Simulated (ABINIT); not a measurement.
# A GW run on NaF (Villiaumite) in ABINIT, with inputs changed

Aim: change inputs of a GW run on NaF (Villiaumite) and see what moves.

Method: PBE and many-body steps on it, plane waves, in ABINIT 10.8.3.

This is a report of a sequence of runs, with most program output left out.

The database entry behind the starting cell differs from later determinations by our own check (0.1 to 0.3 % short, probably kX units), so it need not match the best structure at ambient conditions.

**1. The structure**

It takes space group Fm-3m (No. 225, cubic). The conventional cell has a = 4.620 Å, b = 4.620 Å, c = 4.620 Å, α = 90.00°, β = 90.00°, γ = 90.00°. Na has 6 F at 2.31 Å nearest. Nearest to F lie 6 Na at 2.31 Å. Farther neighbours and most contacts between anions are not listed.

Structure file:

```cif
data_structure
_symmetry_space_group_name_H-M 'P 1'
_symmetry_Int_Tables_number 1
_cell_length_a 3.2668
_cell_length_b 3.2668
_cell_length_c 3.2668
_cell_angle_alpha 60.000
_cell_angle_beta 60.000
_cell_angle_gamma 60.000
_cell_volume 24.65
loop_
_atom_site_label
_atom_site_type_symbol
_atom_site_fract_x
_atom_site_fract_y
_atom_site_fract_z
_atom_site_occupancy
Na1 Na 0.00000 0.00000 0.00000 1
F2 F 0.50000 0.50000 0.50000 1
```

The cell and positions come from the Crystallography Open Database and are kept as given unless a step says otherwise.

**2. Screening, 6×6×6 mesh, 216 bands, screening to 304.8 eV**

This step: ABINIT 10.8.3; RPA screening on PBE, plane waves, norm-conserving pseudopotentials.

The RPA dielectric matrix is built and inverted for each q.

File run.abi:

```
acell 3*1.0 Angstrom
rprim 
  0.000000000000 2.310000000000 2.310000000000
  2.310000000000 0.000000000000 2.310000000000
  2.310000000000 2.310000000000 0.000000000000
ntypat 2
znucl 11 9
natom 2
typat 1 2
xred 
  0.000000000000 0.000000000000 0.000000000000
  0.500000000000 0.500000000000 0.500000000000
pp_dirpath "pseudos"
pseudos "Na.upf, F.upf"
ecut 38
ngkpt 6 6 6
nshiftk 1
shiftk 0 0 0
kptopt 1
chksymbreak 0
istwfk *1
occopt 1
irdwfk 1
optdriver 3
nband 216
ecuteps 11.2
inclvkb 2
awtr 1
symchi 1
indata_prefix "in"
outdata_prefix "out"
tmpdata_prefix "tmp"
```

Started as:

```bash
$ OMP_NUM_THREADS=1 mpirun -n 4 abinit run.abi > log
```

Elapsed: 5.1 min, on 4 MPI ranks of AMD EPYC 7R43, shared host; peak memory 1.8 GiB.

This step gave:

```yaml
eps_infinity_with_local_fields_on_this_mesh_along_the_program_s_q_direction: 1.799
the_same_without_local_fields: 1.901
plasma_frequency: 29.91 eV
plane_waves_in_the_screening_matrix: 307
```

Local fields lower ε∞ by 5 %.

**3. Base**

The self-energy is evaluated for the states that the input lists, and the levels follow from it, in one-shot runs by the linearised quasiparticle equation.

This step: G0W0 on PBE, plane waves, norm-conserving pseudopotentials.

Edit run.abi of step 2 so:

```diff
@@ -23,8 +23,15 @@
 irdwfk 1
-optdriver 3
+optdriver 4
 nband 216
+gwcalctyp 0
+ecutsigx 38
+symsigma 1
+nkptgw 1
+kptgw 
+  0.0000000000 0.0000000000 0.0000000000
+bdgw 
+  6 12
 ecuteps 11.2
-inclvkb 2
-awtr 1
-symchi 1
+irdscr 1
+ppmodel 1
 indata_prefix "in"
```

It took 44 s on 4 MPI ranks; peak memory 1.9 GiB; 2.9 min of CPU time.

Numbers from this step:

| Quantity | Value |
| --- | --- |
| G0W0 gap on the points computed | 10.66 eV |
| starting gap on the mesh | 6.390 eV |
| k of the valence top | 0, 0, 0 |
| k of the conduction bottom | 0, 0, 0 |
| Z at the valence top | 0.822 |
| Z at the conduction bottom | 0.904 |
| least direct G0W0 gap on the computed points | 10.66 eV |

The gap on the mesh goes from 6.39 eV to 10.66 eV, a correction of +4.27 eV.

**4. Coulomb singularity**

Edit run.abi of step 3 so:

```diff
@@ -36,2 +36,3 @@
 ppmodel 1
+gw_icutcoul 0
 indata_prefix "in"
```

Run time: 42 s. Hardware: 4 MPI ranks; peak memory 1.8 GiB; 2.8 min of CPU time.

This step gave:

| Item | Value |
| --- | --- |
| G0W0 gap on the points computed | 10.85 eV |
| starting gap on the mesh | 6.390 eV |
| k of the valence top | 0, 0, 0 |
| k of the conduction bottom | 0, 0, 0 |
| Z at the valence top | 0.836 |
| Z at the conduction bottom | 0.904 |
| least direct G0W0 gap on the computed points | 10.85 eV |

Against G0W0 in ABINIT (6×6×6 mesh, 216 bands, screening to 304.8 eV, Godby-Needs plasmon pole), the gap moves by +0.192 eV.

**5. The runs together**

Times are wall times on 4 MPI ranks of AMD EPYC 7R43, shared host, good to a factor of about two. A run's time includes the screening step that it read.

| run | mesh | bands | screening cutoff (eV) | DFT gap (eV) | gap on the mesh (eV) | direct (eV) | ε∞ used | time |
| --- | --- | --- | --- | --- | --- | --- | --- | --- |
| base | 6×6×6 | 216 | 304.8 | 6.390 | 10.660 | 10.660 | 1.80 | 5.9 min |
| Coulomb singularity | 6×6×6 | 216 | 304.8 | 6.390 | 10.852 | 10.852 | 1.80 | 5.8 min |

**6. Summary of results**

| Quantity | Value |
| --- | --- |
| base | 10.660 eV |
| Coulomb singularity | 10.852 eV |
| known limits | not at the basis limit |

Coulomb singularity: +0.192 eV against base (keys changed: gw_icutcoul). Bands and cutoff are finite, so the gap is not at the basis limit. The miss can reach some tenths of an eV and take either sign; the mesh is an error of its own. In the G0W0 runs levels were corrected at 1 k point alone, so a gap called «on the mesh» is the least over those, and an edge elsewhere would be missed.

[Paths, hosts, dates, memory and timing lines, banners, echoed tables and standing remarks are left out of the program output.]

[Logs are printed without paths, hosts, clocks, repeated set-up lines and the standing remarks that a program may print on its own settings, such as how far it seeks lower states.]

[Runs of the session that timed out or met a known fault of the program may be left out.]

[Hosts, paths, dates, database ids (printed as entryN), source tags and the programs' standing remarks are cut or masked in the printed files.]

[G0W0 gaps are taken among the corrected bands and points alone; a level outside them can change the order at an edge.]

[Where Ansatz stands beside ABINIT at settings called matched, ABINIT's density can come from a denser mesh and the files from another edition; pairs whose starting gaps differed by over 0.03 eV were left out, so agreement reads better than it is.]
